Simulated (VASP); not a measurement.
# Sb in VASP: a series of runs, part 2 of 2

VASP 6.6.1.

## Step 5: Relaxation of cell and atoms, PBE

This run uses another cell than the first one, of 33.62 Å³/atom, 1.118 times its volume.

Input file INCAR:

```
PREC     = Accurate       # precision mode
ENCUT    = 520            # plane-wave cutoff, eV
EDIFF    = 1E-6           # SCF threshold, eV
ISMEAR   = 0              # smearing method
SIGMA    = 0.1            # smearing width, eV
LREAL    = F              # projectors in reciprocal space
LASPH    = T              # aspherical terms in the spheres
NELM     = 120            # most SCF steps
ALGO     = Normal         # electronic algorithm
ISIF     = 3              # what is computed and relaxed
LWAVE    = F              # write WAVECAR
LCHARG   = F              # write CHGCAR
GGA      = PE             # functional
IBRION   = 2              # ionic algorithm
NSW      = 90             # ionic steps
EDIFFG   = -0.01          # ionic threshold
```

Input file KPOINTS:

```
Automatic mesh
0
Gamma
  16 16 16
```

Input file POSCAR:

```
Sc
1.0
   -1.8790000000      1.8790000000      2.3805000000
    1.8790000000     -1.8790000000      2.3805000000
    1.8790000000      1.8790000000     -2.3805000000
Sc
1
Direct
    0.0000000000      0.0000000000      0.0000000000
```

Potentials or basis: VASP PAW PBE potentials, release 64 (Sc_sv).

The run is started by

```
$ cat potpaw_PBE.64/Sc_sv/POTCAR > POTCAR
$ mpirun -np 1 vasp_std > vasp.out
```

OUTCAR:

```text
PREC = Accurate
   ENCUT = 520
   EDIFF = 1E-6
   ISMEAR = 0
   LREAL = F
   LASPH = T
   NELM = 120
   ISIF = 3
   GGA = PE
   IBRION = 2
   NSW = 90
   EDIFFG = -0.01

 ion  position               nearest neighbor table
   1  0.000  0.000  0.000-

  LATTYP: Found a body centered tetragonal cell.
 ALAT       =     3.7580000000
 C/A-ratio  =     1.2668972858

  Lattice vectors:

 A1 = (  -1.8790000000,   1.8790000000,   2.3805000000)
 A2 = (   1.8790000000,  -1.8790000000,   2.3805000000)
 A3 = (   1.8790000000,   1.8790000000,  -2.3805000000)

Analysis of symmetry for initial positions (statically):
=====================================================================
 Subroutine PRICEL returns:
 Original cell was already a primitive cell.

[... 570 lines left out ...]

--------------------------------------- Ionic step       10  -------------------------------------------

 number of electron      10.9999999 magnetization

------------------------ aborting loop because EDIFF is reached ----------------------------------------
[... 65 lines left out ...]
--------------------------------------- Ionic step       12  -------------------------------------------

 number of electron      10.9999999 magnetization

 Free energy of the ion-electron system (eV)
  ---------------------------------------------------
  ext. energy  EPLUGINS =         0.00000000
  ---------------------------------------------------
  free energy    TOTEN  =        -6.20732665 eV

  energy without entropy =       -6.19707823  energy(sigma->0) =       -6.20220244

 E-fermi :   3.7319     XC(G=0):  -9.8698

 val. band max:        3.7299918027   @ k =  -0.1250   0.5000   0.1250
 cond. band min:       3.7404161281   @ k =   0.4375   0.1250  -0.0000
 fundamental gap:      0.0104243254
 Fermi energy:         3.7319053176

 k-point     1 :       0.0000    0.0000    0.0000
  band No.  band energies     occupation
      1     -45.7079      2.00000
      2     -24.1258      2.00000
      3     -24.1258      2.00000
      4     -24.1255      2.00000
      5      -1.4561      2.00000
      6       5.3056      0.00000
      7       5.3131      0.00000
      8       5.3131      0.00000
      9       6.6883      0.00000
[... 304 lines left out ...]
  FREE ENERGIE OF THE ION-ELECTRON SYSTEM (eV)
  ---------------------------------------------------
  free  energy   TOTEN  =        -6.2073266478 eV

  energy  without entropy=       -6.1970782333  energy(sigma->0) =       -6.20220244

 reached required accuracy - stopping structural energy minimisation
```

OSZICAR:

```text
N       E                     dE             d eps       ncg     rms          rms(c)
DAV:   1     0.765394641653E+02    0.76539E+02   -0.51804E+03  6290   0.112E+03
DAV:   2    -0.503605873118E+01   -0.81576E+02   -0.81077E+02  6373   0.347E+02
DAV:   3    -0.683607029978E+01   -0.18000E+01   -0.17634E+01 10175   0.611E+01
DAV:   4    -0.685463471180E+01   -0.18564E-01   -0.18244E-01  9390   0.464E+00
[... 86 lines left out ...]
DAV:   1    -0.621019501681E+01   -0.29696E-02   -0.82979E-02  8284   0.514E+00    0.362E-01
DAV:   2    -0.620746831268E+01    0.27267E-02   -0.88370E-03  9189   0.144E+00    0.957E-02
DAV:   3    -0.620732930076E+01    0.13901E-03   -0.60569E-04  9438   0.377E-01    0.408E-02
DAV:   4    -0.620732665853E+01    0.26422E-05   -0.27107E-05  6817   0.648E-02    0.260E-03
DAV:   5    -0.620732664781E+01    0.10711E-07   -0.64013E-07  3716   0.156E-02
  12 F= -.62073266E+01 E0= -.62022024E+01  d E =-.510570E-04
```

Run time: 4.1 min. Hardware: 1 thread of Intel Xeon 6975P-C (Granite Rapids), shared host; peak memory 0.26 GiB.

What came out:

```yaml
Free_energy: -6.2073 eV
Relaxed_volume: 24.68 Å³/atom
Relaxed_cell: a = 3.269 Å, b = 3.269 Å, c = 3.269 Å, α = 120.04°, β = 120.04°, γ = 89.93°
Space_group_after_relaxing_to_0.05_Å: Fm-3m (No. 225)
Energy_gained_by_relaxing: 345.3 meV/atom
Ionic_steps: 12
Pressure_after_relaxing: 0.0 GPa
Band_gap_on_the_k_mesh: none (metal or under the smearing width)
```

Step by step:
| step | energy change (eV) | largest force (eV/Å) | pressure (GPa) | volume (Å³) |
| --- | --- | --- | --- | --- |
| 1 | 0.0000 | 0.0000 | -9.52 | 33.62 |
| 2 | -0.3350 | 0.0000 | -0.28 | 24.81 |
| 3 | -0.3352 | 0.0000 | 0.07 | 24.65 |
| 4 | -0.3380 | 0.0000 | 0.06 | 24.65 |
| 5 | -0.3439 | 0.0000 | 0.11 | 24.63 |
| 6 | -0.3408 | 0.0000 | 0.37 | 24.50 |
| 7 | -0.3452 | 0.0000 | 0.18 | 24.60 |
| 8 | -0.3452 | 0.0000 | 0.17 | 24.60 |
| 9 | -0.3452 | 0.0000 | 0.18 | 24.59 |
| 10 | -0.3452 | 0.0000 | 0.19 | 24.59 |
| 11 | -0.3452 | 0.0000 | -0.25 | 24.81 |
| 12 | -0.3453 | 0.0000 | 0.00 | 24.68 |

Final structure:
```
Sc
1.0
    -1.63344    1.63344    2.31273
     1.63344   -1.63344    2.31273
     1.63344    1.63344   -2.31273
Sc
1
Cartesian
  0.0000 0.0000 0.0000
```

Caveat: the volume moved by over 15 % at a fixed basis, so the end points are rough; the volume moved by -27 % from the deposited cell, more than functionals usually miss.

## Step 6: Summary

```csv
potentials or basis,k mesh,gap on the mesh (eV),pressure (GPa)
"VASP PAW PBE potentials, release 64 (Sb)",14 × 14 × 14,none,0.0
"VASP PAW PBE potentials, release 64 (Sb)",16 × 16 × 16,none,0.0
"VASP PAW PBE potentials, release 64 (Sc_sv)",16 × 16 × 16,none,0.0
```

Alike in all rows: task relaxation of cell and atoms; level PBE; no spin polarisation; cell relaxed; cutoff (eV) 520; smearing gaussian 0.1 eV.

Caveats: the relaxation stopped at its first step, so nothing moved (some runs); the volume moved by over 15 % at a fixed basis, so the end points are rough (some runs); the volume moved by -27 % from the deposited cell, more than functionals usually miss (some runs).

Total energies depend on the potentials used, so only differences within one code and one set of settings carry meaning.
